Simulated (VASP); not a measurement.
Crystal: Si.

```xyz
2
Lattice="0.0000 2.7219 2.7219 2.7219 0.0000 2.7219 2.7219 2.7219 0.0000" Properties=species:S:1:pos:R:3 pbc="T T T"
Si    2.7219    2.7219    2.7219
Si    4.0828    4.0828    4.0828
```

| Item | Value |
| --- | --- |
| Program | VASP 6.6.1 |
| Task | relaxation of cell and atoms |
| Functional | HF |
| Potentials or basis | VASP PAW PBE potentials, release 64 (Si) |
| Cutoff | 600 eV |
| k mesh | 4 × 4 × 4 |
| Occupations | fermi-dirac, width 0.05 eV |
| Spin | no spin polarisation |

At the start: pressure 2.8 GPa; volume 20.16 Å³/atom.

Problem. Where does the relaxation end?

Solution. Over 3 steps the energy falls by 4.3 meV/atom and the volume is 20.68 Å³/atom (+2.5 %); space group Fd-3m (No. 227, to 0.05 Å).

Step by step:
```
step  energy change (eV)  largest force (eV/Å)  pressure (GPa)  volume (Å³)
   1              0.0000                0.0000            2.78        40.33
   2             -0.0001                0.0000           -2.55        42.40
   3             -0.0087                0.0000           -0.01        41.35
```

Final structure:
```cif
data_structure
_symmetry_space_group_name_H-M 'P 1'
_symmetry_Int_Tables_number 1
_cell_length_a 3.8816
_cell_length_b 3.8816
_cell_length_c 3.8816
_cell_angle_alpha 60.000
_cell_angle_beta 60.000
_cell_angle_gamma 60.000
_cell_volume 41.35
loop_
_atom_site_label
_atom_site_type_symbol
_atom_site_fract_x
_atom_site_fract_y
_atom_site_fract_z
_atom_site_occupancy
Si1 Si 0.50000 0.50000 0.50000 1
Si2 Si 0.75000 0.75000 0.75000 1
```

Caveat: the k mesh is coarse (spacing up to 0.50 Å⁻¹), so the values aren't converged, least of all with exact exchange; the PAW data sets were made with another functional, which shifts forces and pressure a little.
